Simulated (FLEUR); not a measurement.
AlN:

```
Al N
1.0
     3.31212    0.00000    0.00000
    -1.65606    2.86838    0.00000
     0.00000    0.00000    4.18756
Al N
2 2
Direct
  0.66667 0.33333 0.25000
  0.33333 0.66667 0.75000
  0.66667 0.33333 0.75000
  0.33333 0.66667 0.25000
```

Measurements of this composition are mostly on another form, of space group No. 186.

| Property | Result |
| --- | --- |
| Program | FLEUR MaX-R8.1 (patched build s14) |
| Task | single point |
| Functional | PBE |
| Potentials or basis | all-electron |
| Basis | FLAPW |
| Kmax | 4.6 1/bohr |
| k mesh | 9 × 9 × 7 |
| Occupations | fermi-dirac, width 0.05 eV |
| Spin | no spin polarisation |
| Gmax | 14.3 1/bohr |
| Muffin-tin radii | Al 1.74, N 1.51 bohr |
| lmax | Al 7, N 6 |
| Local orbitals a species | Al 4, N 3 |
| Max iterations | 60 |
| Mixing factor | 0.05 |
| Mixer | Anderson |
| Mixer history | 15 |
| Density convergence | 1e-05 me/bohr^3 |

On this cell: largest force under 0.003 eV/Å; band gap on the k mesh 3.27 eV, direct.

The same run follows on a disturbed copy (atoms moved at random, drawn with an rms of 0.05 Å):

```
Al N
1.0
     3.31212    0.00000    0.00000
    -1.65606    2.86838    0.00000
     0.00000    0.00000    4.18756
Al N
2 2
Direct
  0.66987 0.31980 0.25222
  0.32258 0.67144 0.75454
  0.67347 0.33867 0.74911
  0.33202 0.68020 0.24593
```

**Question.** What changes?

**Answer.** The energy moves by +23.9 meV/atom; largest force 1.453 eV/Å; band gap on the k mesh 3.26 eV, direct.

Forces on the atoms (eV/Å):
```
Al  -0.693  1.276  0.031
Al   0.883  0.086 -0.090
N   -0.781 -0.175 -0.103
N    0.591 -1.185  0.163
```

Caveats: an odd mesh through Γ misses points on the zone boundary, where band edges often lie.
